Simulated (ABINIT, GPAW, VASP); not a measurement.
## TiTe: 3 runs at one level of theory

```
Ti Te
1.0
     0.00000    3.31060    3.31060
     3.31060    0.00000    3.31060
     3.31060    3.31060    0.00000
Ti Te
1 1
Cartesian
  0.0000 0.0000 0.0000
  1.6553 1.6553 1.6553
```

The cell comes from a database or a generator and needn't be the stable form of this composition.

Alike in all runs: task single point; functional PBE; k mesh 7 × 7 × 7; occupations fermi-dirac, width 0.05 eV; no spin polarisation; no spin-orbit coupling. Pressure is positive in compression and, in plane waves, holds the error of the finite cutoff.

| program and potentials | plane-wave cutoff (eV) | notes | pressure (GPa) |
| --- | --- | --- | --- |
| GPAW, GPAW PAW data sets (gpaw-data 1.2.1) | 600 | - | -6.50 |
| ABINIT, JTH PAW PBE v2.0 | 408 | - | -6.13 |
| VASP, PBE PAW files Te, Ti_sv, 520 eV | 520 | - | ? |

Problem. Estimate from the other rows what the run with VASP, PBE PAW files Te, Ti_sv, 520 eV gave.

Solution. Pressure -6.21 GPa. The other rows, which needn't bracket it: pressure -6.50 to -6.13.
